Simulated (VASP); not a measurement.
Input of a VASP 6.6.1 run:

The input INCAR:

```
SYSTEM = C
PREC = Accurate
ENCUT = 520
EDIFF = 1E-6
ISMEAR = 0
SIGMA = 0.02
LREAL = .False.
LASPH = .True.
NELM = 60
ALGO = Normal
ISIF = 2
LWAVE = .False.
LCHARG = .False.
GGA = PE
```

File KPOINTS:

```
Automatic mesh
0
Gamma
  3 3 3
  0 0 0
```

The input POSCAR:

```
C
1.0
    0.0000000000      1.7833700000      1.7833700000
    1.7833700000      0.0000000000      1.7833700000
    1.7833700000      1.7833700000      0.0000000000
C
2
Direct
    0.7500000000      0.7500000000      0.7500000000
    0.5000000000      0.5000000000      0.5000000000
```

Potentials or basis: VASP PAW PBE potentials, release 64 (C).

Command:

```console
$ cat potpaw_PBE.64/C/POTCAR > POTCAR
$ mpirun -np 1 vasp_std > vasp.out
```

Problem. Estimate the band gap on the k mesh.

Solution. 4.11 eV, indirect (least direct gap 5.56 eV).

Problem. What does it give for the pressure?

Solution. 7.6 GPa.

Caveat: the k mesh is coarse (spacing up to 1.02 Å⁻¹), so the values aren't converged; an odd mesh through Γ misses points on the zone boundary, where band edges often lie. Expect the measured gap to be larger: semilocal functionals such as PBE lack the derivative discontinuity.
